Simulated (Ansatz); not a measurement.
# SiO2: the cost of one run

Program: Ansatz 0.2.0. Level of theory: DFT PBE, scalar-relativistic, plane waves, PAW. These are calculated values, not measurements.

1 further run of the same task is left out (set aside as unsound or not needed).

## 1. The structure to begin with

Symmetry: P4_2/mnm, No. 136, tetragonal system. The conventional cell has a = 4.236 Å, b = 4.236 Å, c = 2.691 Å, α = 90.00°, β = 90.00°, γ = 90.00°. Si (site symmetry mmm) is surrounded by 6 O at 1.77 to 1.84 Å. O (site symmetry m2m) is surrounded by 3 Si at 1.77 to 1.84 Å.

As a file:

```
Si O
1.0
     4.23554    0.00000    0.00000
     0.00000    4.23554    0.00000
     0.00000    0.00000    2.69078
Si O
2 4
Direct
  0.50000 0.50000 0.50000
  0.00000 0.00000 0.00000
  0.19307 0.80693 0.50000
  0.30693 0.30693 0.00000
  0.80693 0.19307 0.50000
  0.69307 0.69307 0.00000
```

It is the end of an earlier relaxation with the same method, from a generated guess; it is a trial structure. At a tolerance of 0.02 Å it has space group P4_2/mnm (No. 136); it has 8.05 Å³/atom, an uncorrected energy of -2.59 eV/atom over the elements.

## 2. Static run: bands, density of states and charges

input.yaml reads:

```yaml
crystal:
  lattice:
    - [4.2355353035, 0.0, 0.0]
    - [0.0, 4.2355353035, 0.0]
    - [0.0, 0.0, 2.690780926]
  atoms:
    - { symbol: Si, position: [0.5, 0.5, 0.5] }
    - { symbol: Si, position: [0.0, 0.0, 0.0] }
    - { symbol: O, position: [0.1930666755, 0.8069333245, 0.5] }
    - { symbol: O, position: [0.3069333245, 0.3069333245, 0.0] }
    - { symbol: O, position: [0.8069333245, 0.1930666755, 0.5] }
    - { symbol: O, position: [0.6930666755, 0.6930666755, 0.0] }
basis:
  ecutwfc: 420
kpoints:
  mp_grid: { grid: [6, 6, 8] }
  band_path:
    path:
      - [[0.0, 0.0, 0.0], [0.0, 0.5, 0.0], [0.5, 0.5, 0.0], [0.0, 0.0, 0.0], [0.0, 0.0, 0.5], [0.0, 0.5, 0.5], [0.5, 0.5, 0.5], [0.0, 0.0, 0.5]]
      - [[0.0, 0.5, 0.0], [0.0, 0.5, 0.5]]
      - [[0.5, 0.5, 0.0], [0.5, 0.5, 0.5]]
    npoints: 14
hamiltonian:
  xc: pbe
scf:
  occupations: { method: gaussian, width: 0.02 }
  n_extra_bands: 15
output:
  forces: true
  stress: true
  eigenvalues: true
  populations: true
  dos: { projected: true, de: 0.02, nscf_kmesh: { grid: [9, 9, 12] } }
  bader: true
  write_density: true
  write_potential: true
  elf: true
  volumetric_format: npy
```

Started as:

```
$ ansatz run input.yaml --threads 1 --pin off --max-ram 2560MiB --backend cpu --events-out ev --progress --plain --runs-dir out
```

**Question.** How long does this run take on 1 thread of AMD EPYC 7R43 (Zen 3), shared host, and how much memory does it need?

About 77 s, with a peak of 0.4 GiB.
